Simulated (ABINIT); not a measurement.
Crystal: InP.

```
In P
1.0
     0.00000    2.93050    2.93050
     2.93050    0.00000    2.93050
     2.93050    2.93050    0.00000
In P
1 1
Direct
  0.00000 0.00000 0.00000
  0.75000 0.75000 0.75000
```

Base run:

```yaml
Program: ABINIT 10.8.3 (patched build)
Functional: HSE06
Potentials_or_basis: SPMS NC PBE v1.0
Cutoff: 490 eV
k_mesh: 6 × 6 × 6
Occupations: fixed
Spin: no spin polarisation
```

Its results: band gap on the k mesh 1.30 eV, direct.

Task: The run is repeated on the same cell with these changes: functional from HSE06 to PBE. What comes out?

Result: Band gap on the k mesh 0.71 eV, direct.

HSE06 gives the wider gap, since exact exchange removes part of the self-interaction.

Caveats: spin-orbit coupling is left out, which moves the levels of the heavy elements; Libxc's HSE differs a little from that of other programs (some runs).

